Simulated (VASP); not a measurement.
Set up this calculation in VASP 6.6.1, as the native input.

| Quantity | Value |
| --- | --- |
| Task | single point |
| Functional | PBE |
| Potentials or basis | VASP PAW PBE potentials, release 64 (Os) |
| Cutoff | 520 eV |
| k mesh | 11 × 11 × 6 |
| Occupations | gaussian, width 0.015 eV |
| Spin | no spin polarisation |
| Further INCAR settings | ALGO = Normal; EDIFF = 1e-06; NBANDS = 15 |

The structure of Os lies in POSCAR:

```
Os
1.0
    2.7341000000      0.0000000000      0.0000000000
   -1.3670500000      2.3678000565      0.0000000000
    0.0000000000      0.0000000000      4.3197000000
Os
2
Direct
    0.6666666667      0.3333333333      0.7500000000
    0.3333333333      0.6666666667      0.2500000000
```

One way to write it, as run:

INCAR

```
PREC = Accurate
ENCUT = 520
EDIFF = 1E-6
ISMEAR = 0
SIGMA = 0.015
LREAL = F
LASPH = T
NELM = 80
ALGO = Normal
ISIF = 2
LWAVE = F
LCHARG = F
GGA = PE
NBANDS = 15
```

KPOINTS

```
regular mesh
0
Gamma
  11 11 6
```

Potentials or basis: VASP PAW PBE potentials, release 64 (Os).

Run with:

```console
$ cat potpaw_PBE.64/Os/POTCAR > POTCAR
$ mpirun -np 1 vasp_std > vasp.out
```

It gave:

```yaml
Pressure: 8.8 GPa
Band_gap_on_the_k_mesh: none (metal or under the smearing width)
```

Wall time 16 s on 1 thread of Intel(R) Xeon(R) Platinum 8488C (Sapphire Rapids), with other jobs on the host, peak memory 0.15 GiB.
